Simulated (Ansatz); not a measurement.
Wanted: the native input for an Ansatz 0.2.0 run.

```
Task                : relaxation of cell and atoms
Functional          : PBEsol
Potentials or basis : all-electron LAPW, scalar-relativistic
Basis error allowed : 0.001 eV/atom
k mesh              : 12 × 12 × 12
Occupations         : fermi-dirac, width 0.05 eV
Spin                : no spin polarisation
Target pressure     : 5 GPa
```

Sb:

```
CELL_PARAMETERS angstrom
-1.57654 1.57654 2.71194
1.57654 -1.57654 2.71194
1.57654 1.57654 -2.71194
ATOMIC_POSITIONS crystal
Sb 0.00000 0.00000 0.00000
```

This isn't the form of Sb at room conditions, which is rhombohedral.

One way to write it, as run:

input.yaml

```yaml
crystal:
  lattice:
    - [-1.5765401831, 1.5765401831, 2.7119384313]
    - [1.5765401831, -1.5765401831, 2.7119384313]
    - [1.5765401831, 1.5765401831, -2.7119384313]
  atoms:
    - { symbol: Sb, position: [0.0, 0.0, 0.0] }
kpoints:
  mp_grid: { grid: [12, 12, 12] }
scf:
  occupations: { method: fermi_dirac, width: 0.05 }
hamiltonian:
  xc: pbesol
  pseudopotentials: { kind: all_electron, lapw: { basis_error: 0.001 } }
output:
  forces: true
  stress: true
relax:
  f_tol: 0.005
  max_steps: 60
  cell: { p_target: 5 }
```

Potentials or basis: all-electron LAPW, scalar-relativistic.

The run is started by

```sh
$ ansatz run input.yaml --threads 1 --pin off --max-ram 3072MiB --backend cpu --events-out ev --progress --plain --runs-dir out
```

It gave:

```yaml
Relaxed_volume: 24.69 Å³/atom
Relaxed_cell: a = 3.361 Å, b = 3.361 Å, c = 3.361 Å, α = 124.69°, β = 124.69°, γ = 82.06°
Space_group_after_relaxing_to_0.05_Å: I4/mmm (No. 139)
Energy_change_on_relaxing_the_enthalpy_is_what_falls: +18.2 meV/atom
Ionic_steps: 7
Pressure_after_relaxing: 5.0 GPa
```

Wall time 51 s on 1 thread of AMD EPYC 7R43 64-Core Processor (Zen 3), with other jobs on the host, peak memory 0.36 GiB.
